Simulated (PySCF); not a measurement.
**Induced dipoles and field energies**

Species: cyclopentadiene, C₅H₆.
Cartesian coordinates in Å at the GFN2-xTB level; atoms count from 1:
```
atom  x, y, z in Å
C1    -1.046    0.740   -0.203
C2     0.229    1.148   -0.155
C3     1.117   -0.025    0.098
C4     0.146   -1.156    0.183
C5    -1.097   -0.692    0.006
H6    -1.914    1.353   -0.368
H7     0.601    2.149   -0.272
H8     1.689    0.090    1.021
H9     1.840   -0.169   -0.709
H10    0.447   -2.172    0.360
H11   -2.007   -1.264    0.013
```

Level: CAM-B3LYP/def2-SVPD (PySCF); nuclei fixed, core orbitals frozen in the response. Permanent dipole (0.467, -0.010, 0.043) D (1 au = 2.5417 D). Static polarisability (au):

```
x   64.56  0.16  2.14
y    0.16 59.60 -3.01
z    2.14 -3.01 39.98
```

Only the terms in μ and α are kept: μ(F) = μ + αF and ΔE = −μ·F − ½ F·αF.

Task: A field of 0.002 au (0.103 V/Å) is applied along each axis in both senses. Find the induced dipole, the size of the total dipole and the two energy terms.

Result: 
```json
{"field along": "+x", "induced x (D)": "0.328", "induced y (D)": "0.001", "induced z (D)": "0.011", "total size (D)": "0.797", "−μ·F (kJ/mol)": "-0.965", "−½F·αF (kJ/mol)": "-0.339"}
{"field along": "−x", "induced x (D)": "-0.328", "induced y (D)": "-0.001", "induced z (D)": "-0.011", "total size (D)": "0.143", "−μ·F (kJ/mol)": "+0.965", "−½F·αF (kJ/mol)": "-0.339"}
{"field along": "+y", "induced x (D)": "0.001", "induced y (D)": "0.303", "induced z (D)": "-0.015", "total size (D)": "0.553", "−μ·F (kJ/mol)": "+0.021", "−½F·αF (kJ/mol)": "-0.313"}
{"field along": "−y", "induced x (D)": "-0.001", "induced y (D)": "-0.303", "induced z (D)": "0.015", "total size (D)": "0.565", "−μ·F (kJ/mol)": "-0.021", "−½F·αF (kJ/mol)": "-0.313"}
{"field along": "+z", "induced x (D)": "0.011", "induced y (D)": "-0.015", "induced z (D)": "0.203", "total size (D)": "0.538", "−μ·F (kJ/mol)": "-0.089", "−½F·αF (kJ/mol)": "-0.210"}
{"field along": "−z", "induced x (D)": "-0.011", "induced y (D)": "0.015", "induced z (D)": "-0.203", "total size (D)": "0.483", "−μ·F (kJ/mol)": "+0.089", "−½F·αF (kJ/mol)": "-0.210"}
```

Task: For the field (0.0012, -0.0012, 0.0004) au, what is the induced dipole, and what angle does it make with the field?

Result: αF = (0.199, -0.184, 0.056) D, at 2.6° to the field. The polarisability along this direction, F·αF/F², is 62.39 au, against a mean of 54.71 au.

Task: Which field along μ doubles the dipole in that direction (linear response)?

Result: The polarisability along the dipole is 64.75 au, so F = 0.1846 au / 64.75 au = 0.0029 au = 0.15 V/Å; higher-order terms are ignored.

Task: What field makes μF equal to kT at 100 K?

Result: kT = 0.3167 × 10⁻³ Eh, so F = 0.00172 au = 8.82 MV/cm.

Task: Induction energy −ᾱe²/2R⁴ of a unit charge at 7 Å, the molecule taken as a point?

Result: R = 13.23 bohr, so the energy is −54.7/(2 × 13.23⁴) Eh = -2.35 kJ/mol. The charge–dipole term at its most favourable orientation, −μe/R², is -2.77 kJ/mol.

Geometry: GFN2-xTB; no solvent, vibrations or thermal averaging.

The run behind these numbers computed excited states as well. On one thread of an x86-64 server (shared host), this took 10 s of wall time.
